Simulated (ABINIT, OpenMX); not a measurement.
# LiCl: 5 runs at one level of theory

```
CELL_PARAMETERS angstrom
0.00000 2.56477 2.56477
2.56477 0.00000 2.56477
2.56477 2.56477 0.00000
ATOMIC_POSITIONS crystal
Cl 0.50000 0.50000 0.50000
Li 0.00000 0.00000 0.00000
```

Alike in all runs: task band structure; functional LDA; k mesh 9 × 9 × 9; occupations fermi-dirac, width 0.05 eV; no spin polarisation; no spin-orbit coupling. LDA stands for any of its common fits. Pressure is positive in compression and, in plane waves, holds the error of the finite cutoff. Gaps are the smaller of the mesh's and the band path's.

| program and potentials | plane-wave cutoff (eV) | notes | band gap (eV) | pressure (GPa) |
| --- | --- | --- | --- | --- |
| OpenMX, OpenMX 2013 LDA set, Cl7.0-s2p2d1f1, Li8.0-s3p2, grid cutoff 300 Ry | - | atomic basis | 6.13 | -2.77 |
| ABINIT, PseudoDojo NC SR LDA v0.4.1 standard | 1007 | - | 5.98 | -3.25 |
| ABINIT, JTH PAW LDA v2.0 | 680 | - | 5.98 | -3.20 |
| ABINIT, PseudoDojo NC SR LDA v0.4 stringent | 1306 | - | 5.98 | -3.26 |
| OpenMX, OpenMX 2013 LDA set, Cl7.0-s2p2d1, Li8.0-s3p1, grid cutoff 300 Ry | - | atomic basis | 6.11 | -2.29 |

The band gap spans 5.98 (ABINIT, JTH PAW LDA v2.0) to 6.13 eV (OpenMX, OpenMX 2013 LDA set, Cl7.0-s2p2d1f1, Li8.0-s3p2, grid cutoff 300 Ry). The pressure spans -3.26 (ABINIT, PseudoDojo NC SR LDA v0.4 stringent) to -2.29 GPa (OpenMX, OpenMX 2013 LDA set, Cl7.0-s2p2d1, Li8.0-s3p1, grid cutoff 300 Ry). Rows in atomic bases carry the error of their basis and grid, which can be large.

The functional is the same throughout but for its coding, so the spread measures potentials, basis and numerics; runs on potential files found faulty are left out.
